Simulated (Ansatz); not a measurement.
Crystal: BaS.

```
Ba S
1.0
     0.00000    3.19375    3.19375
     3.19375    0.00000    3.19375
     3.19375    3.19375    0.00000
Ba S
1 1
Direct
  0.00000 0.00000 0.00000
  0.50000 0.50000 0.50000
```

Program: Ansatz 0.2.0. Alike in all runs: potentials or basis Ansatz PAW; cell as given; cutoff (eV) 420. Hardware: 2 threads of Intel(R) Xeon(R) 6975P-C (Granite Rapids), on a shared host.

Task: Order these runs on this cell by their wall time, lowest first.
A. task band structure; level LDA; spin SOC, no magnetisation; k mesh 5 × 5 × 5; smearing fermi-dirac 0.05 eV; points for each segment of the path 14; mesh quality not flagged
B. task band structure; level PBEsol0; spin off; k mesh 4 × 4 × 4; smearing fermi-dirac 0.05 eV; points for each segment of the path 4; mesh quality coarse
C. task band structure; level RPBE; spin off; k mesh 7 × 7 × 7; smearing fermi-dirac 0.05 eV; points for each segment of the path 14; mesh quality not flagged
D. task single point; level PBE; spin off; k mesh 7 × 7 × 7; smearing gaussian 0.011 eV; mesh quality not flagged

Result: D (0.44 s), C (1.2 s), A (5.9 s), B (59 s).

Caveats: some runs use coarse meshes.
